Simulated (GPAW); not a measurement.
Consider Sc on a Y site in YSi2Rh3.

```xyz
18
Lattice="5.4719 0.0000 3.6037 -2.7360 4.7388 3.6037 -2.7360 -4.7388 3.6037" Properties=species:S:1:pos:R:3 pbc="T T T"
Rh    2.7360    0.0000    1.8019
Rh    2.7406    0.0000    5.5437
Rh   -2.7406    0.0000    5.2675
Rh   -1.3703   -2.3734    5.5437
Rh    1.3703    2.3734    5.2675
Rh   -1.3680   -2.3694    1.8019
Rh   -1.3680    2.3694    1.8019
Rh   -1.3703    2.3734    5.5437
Rh    1.3703   -2.3734    5.2675
Sc    0.0000    0.0000    0.0000
Y     0.0000    0.0000    3.5904
Y     0.0000    0.0000    7.2208
Si    2.7360   -1.7368    7.2075
Si   -0.1362    3.2378    3.6037
Si    0.1362    3.2378    7.2075
Si   -0.1362   -3.2378    3.6037
Si    0.1362   -3.2378    7.2075
Si   -2.7360    1.7368    3.6037
```

Absorber: atom 18, with 2 Rh at 2.35 Å, 2 Rh at 2.41 Å and 2 Rh at 2.46 Å (distorted trigonal prismatic; 3.0 Å from the defect atom). Method: GPAW, PBE, excited-electron core hole (neutral cell), 18-atom cell with 6.6 Å between holes, 4×4×4 k points, dipole transitions, Gaussian full width 0.9 eV up to 4 eV, rising linearly to 3.5 eV at 25 eV.

**Question.** What does the Si K edge look like?

Main maxima up to 24 eV above the zero (height): 0.9 eV (1.15), 3.9 eV (2.02), 8.9 eV (1.12) and 19.3 eV (0.85). A K edge sees empty p states on the absorber. The total-energy difference is 1851.69 eV. One term is added: -14.97 eV, since the hole is spin-paired here and a spin-polarised one costs that much less in the free atom (computed apart). The photon energy is then 1836.72 eV. The tabulated edge of the element is 1839 eV. The functional leaves an error of a few eV in such absolute values.

The Si K spectrum (energy from the lowest empty level; intensity scaled to a mean of 1 over the first 20 eV):

| E (eV) | isotropic | ε ∥ x | ε ∥ y | ε ∥ z |
| --- | --- | --- | --- | --- |
| -2.0 | 0.00 | 0.00 | 0.00 | 0.00 |
| -1.5 | 0.00 | 0.00 | 0.00 | 0.00 |
| -1.0 | 0.00 | 0.00 | 0.00 | 0.00 |
| -0.5 | 0.08 | 0.05 | 0.10 | 0.08 |
| 0.0 | 0.48 | 0.41 | 0.63 | 0.40 |
| 0.5 | 1.03 | 1.24 | 1.24 | 0.61 |
| 1.0 | 1.14 | 1.61 | 1.13 | 0.67 |
| 1.5 | 1.04 | 1.37 | 0.91 | 0.84 |
| 2.0 | 1.08 | 1.36 | 1.07 | 0.82 |
| 2.5 | 1.35 | 1.78 | 1.37 | 0.90 |
| 3.0 | 1.53 | 1.81 | 1.78 | 1.00 |
| 3.5 | 1.87 | 1.89 | 2.68 | 1.03 |
| 4.0 | 2.00 | 2.20 | 2.79 | 1.02 |
| 4.5 | 1.75 | 2.49 | 1.85 | 0.93 |
| 5.0 | 1.45 | 2.18 | 1.36 | 0.81 |
| 5.5 | 1.07 | 1.49 | 1.06 | 0.66 |
| 6.0 | 0.83 | 1.06 | 0.84 | 0.60 |
| 6.5 | 0.78 | 0.85 | 0.83 | 0.64 |
| 7.0 | 0.79 | 0.76 | 0.85 | 0.75 |
| 7.5 | 0.84 | 0.69 | 0.81 | 1.02 |
| 8.0 | 0.96 | 0.64 | 0.80 | 1.45 |
| 8.5 | 1.08 | 0.61 | 0.81 | 1.83 |
| 9.0 | 1.12 | 0.58 | 0.78 | 1.99 |
| 9.5 | 1.09 | 0.55 | 0.73 | 1.98 |
| 10.0 | 1.04 | 0.51 | 0.71 | 1.90 |
| 10.5 | 0.99 | 0.50 | 0.72 | 1.77 |
| 11.0 | 0.94 | 0.53 | 0.74 | 1.56 |
| 11.5 | 0.88 | 0.60 | 0.76 | 1.28 |
| 12.0 | 0.81 | 0.67 | 0.76 | 1.01 |
| 12.5 | 0.76 | 0.73 | 0.73 | 0.81 |
| 13.0 | 0.73 | 0.78 | 0.69 | 0.72 |
| 13.5 | 0.73 | 0.81 | 0.67 | 0.71 |
| 14.0 | 0.75 | 0.83 | 0.68 | 0.73 |
| 14.5 | 0.76 | 0.83 | 0.70 | 0.76 |
| 15.0 | 0.77 | 0.81 | 0.72 | 0.78 |
| 15.5 | 0.77 | 0.76 | 0.75 | 0.79 |
| 16.0 | 0.77 | 0.72 | 0.77 | 0.81 |
| 16.5 | 0.77 | 0.68 | 0.79 | 0.86 |
| 17.0 | 0.79 | 0.66 | 0.80 | 0.91 |
| 17.5 | 0.81 | 0.67 | 0.80 | 0.95 |
| 18.0 | 0.82 | 0.70 | 0.83 | 0.95 |
| 18.5 | 0.84 | 0.75 | 0.86 | 0.90 |
| 19.0 | 0.85 | 0.80 | 0.92 | 0.82 |
| 19.5 | 0.85 | 0.86 | 0.97 | 0.72 |
| 20.0 | 0.84 | 0.90 | 1.00 | 0.62 |
| 20.5 | 0.82 | 0.93 | 0.99 | 0.53 |
| 21.0 | 0.79 | 0.94 | 0.96 | 0.47 |
| 21.5 | 0.76 | 0.93 | 0.90 | 0.44 |
| 22.0 | 0.73 | 0.91 | 0.84 | 0.43 |
| 22.5 | 0.70 | 0.87 | 0.79 | 0.44 |
| 23.0 | 0.68 | 0.83 | 0.75 | 0.45 |
| 23.5 | 0.66 | 0.80 | 0.72 | 0.46 |
| 24.0 | 0.65 | 0.77 | 0.70 | 0.47 |
| 24.5 | 0.64 | 0.75 | 0.70 | 0.47 |
| 25.0 | 0.63 | 0.74 | 0.70 | 0.47 |
| 25.5 | 0.64 | 0.74 | 0.71 | 0.46 |
| 26.0 | 0.65 | 0.74 | 0.72 | 0.47 |
| 26.5 | 0.66 | 0.75 | 0.74 | 0.48 |
| 27.0 | 0.68 | 0.76 | 0.76 | 0.50 |
| 27.5 | 0.70 | 0.78 | 0.78 | 0.54 |

In so small a cell the defects form an ordered array, and no site is far from one. The mesh is coarse (0.24 Å⁻¹ between points), so small maxima may be mesh ripples.

[Banner, clock and machine lines of the logs are left out without a mark of their own.]

[Logs are printed without paths, hosts, clocks, repeated set-up lines and the standing remarks that a program may print on its own settings, such as how far it seeks lower states.]

[Hosts, paths, dates, database ids (printed as entryN), source tags and the programs' standing remarks are cut or masked in the printed files.]

[Lists of maxima count a maximum above −3 eV only where it reaches 4 % of the highest in the window and stands out from its surroundings by 2 % of it (1.5 % where it reaches 55 %); shoulders and weaker maxima are passed over, and of the rest the first, up to two pre-edge ones and the few strongest are named.]
